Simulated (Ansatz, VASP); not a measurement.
# AlCu3: VASP beside Ansatz

```
CELL_PARAMETERS angstrom
3.63187 0.00000 0.00000
0.00000 3.63187 0.00000
0.00000 0.00000 3.63187
ATOMIC_POSITIONS crystal
Al 0.00000 0.00000 0.00000
Cu 0.50000 0.50000 0.00000
Cu 0.50000 0.00000 0.50000
Cu 0.00000 0.50000 0.50000
```

Alike in both runs: functional PBEsol; k mesh 12 × 12 × 12; occupations gaussian, width 0.1 eV; no spin polarisation.

Ansatz relaxed the structure, and its values are those at the end. VASP's run is a single point on that final structure, the one shown.

|  | VASP | Ansatz |
| --- | --- | --- |
| version | VASP 6.6.1 | Ansatz 0.2.0 |
| potentials or method | VASP PAW PBE potentials, release 64 (Al, Cu) | scalar-relativistic, plane waves, PAW |
| plane-wave cutoff (eV) | 520 | 420 |
| valence electrons in the cell | 36 | 60 |

Ansatz gave:

- gap on the k mesh at the Fermi level (eV): none
- pressure (GPa): 0.0

Task: Which values does VASP return?

Result: gap on the k mesh at the Fermi level (eV): none; pressure (GPa): 0.6.

A gap of «none» marks a metal or a gap that the smearing closes. With one functional, cell and mesh, what is left measures potentials, basis and numerics. The two sets of potentials don't hold the same shells in valence.

Caveats: the PAW data sets were made with another functional, which shifts forces and pressure a little (VASP).
